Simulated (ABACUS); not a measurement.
BP in ABACUS: the effect of functional

The system is BP.

```
CELL_PARAMETERS angstrom
0.00000 2.31350 2.31350
2.31350 0.00000 2.31350
2.31350 2.31350 0.00000
ATOMIC_POSITIONS crystal
P 0.75000 0.75000 0.75000
B 0.00000 0.00000 0.00000
```

The cell isn't the ideal one: volume scaled by 1.06.

Alike in all runs:

- Program: ABACUS 3.10.1
- Task: equation of state
- Potentials or basis: SG15 ONCV 1.2 PBE
- Cutoff: 1034 eV
- Density cutoff: 4136 eV
- Basis: plane waves
- k mesh: 7 × 7 × 7
- Occupations: fermi-dirac, width 0.05 eV
- Spin: no spin polarisation

| functional | gap on the mesh (eV) | pressure (GPa) |
| --- | --- | --- |
| LDA | 1.18 | -9.4 |
| PBE | 1.36 | -8.1 |
| PBEsol | 1.21 | -9.5 |
| PW91 | 1.38 | -8.0 |
| WC | 1.23 | -9.5 |
| r2SCAN | ? | ? |
| TPSS | 1.48 | -7.6 |

What does the run with functional r2SCAN give?

gap on the mesh 1.49 eV; pressure -9.0 GPa.

Caveats: an odd mesh through Γ misses points on the zone boundary, where band edges often lie; the potentials were made for another functional, which shifts forces and pressure (some runs).
